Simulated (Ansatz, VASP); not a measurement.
## One calculation of Mo, two programs

The input INCAR:

```
SYSTEM = Mo
PREC = Accurate
ENCUT = 520
EDIFF = 1E-6
ISMEAR = -1
SIGMA = 0.1
LREAL = .False.
LASPH = .True.
NELM = 80
ALGO = Normal
ISIF = 2
LWAVE = .False.
LCHARG = .False.
GGA = PE
NBANDS = 13
```

KPOINTS

```
Automatic mesh
0
Gamma
  13 13 13
  0 0 0
```

Contents of POSCAR:

```
Mo
1.0
   -1.5628548496      1.5628548496      1.5628548496
    1.5628548496     -1.5628548496      1.5628548496
    1.5628548496      1.5628548496     -1.5628548496
Mo
1
Direct
    0.0000000000      0.0000000000      0.0000000000
```

Input for Ansatz:

```yaml
crystal:
  lattice:
    - [-1.5628548496017671, 1.5628548496017671, 1.5628548496017671]
    - [1.5628548496017671, -1.5628548496017671, 1.5628548496017671]
    - [1.5628548496017671, 1.5628548496017671, -1.5628548496017671]
  atoms:
    - { symbol: Mo, position: [0.0, 0.0, 0.0] }
basis:
  ecutwfc: 500.0
kpoints:
  mp_grid:
    grid: [13, 13, 13]
hamiltonian:
  xc: pbe
scf:
  occupations:
    method: fermi_dirac
    width: 0.1
output:
  stress: true
```

Alike in both runs: task single point; functional PBE; k mesh 13 × 13 × 13; occupations fermi-dirac, width 0.1 eV; no spin polarisation.

|  | VASP | Ansatz |
| --- | --- | --- |
| version | VASP 6.6.1 | Ansatz 0.2.0 |
| potentials or method | VASP PAW PBE potentials, release 64 (Mo_sv) | plane waves, PAW |
| plane-wave cutoff (eV) | 520 | 500 |
| valence electrons in the cell | 14 | 14 |

VASP gave:

* pressure (GPa): 9.7

What did Ansatz give for the same quantities?

Pressure (GPa): 9.1.

The functional is the same, so the differences come from potentials, cutoffs and numerics.
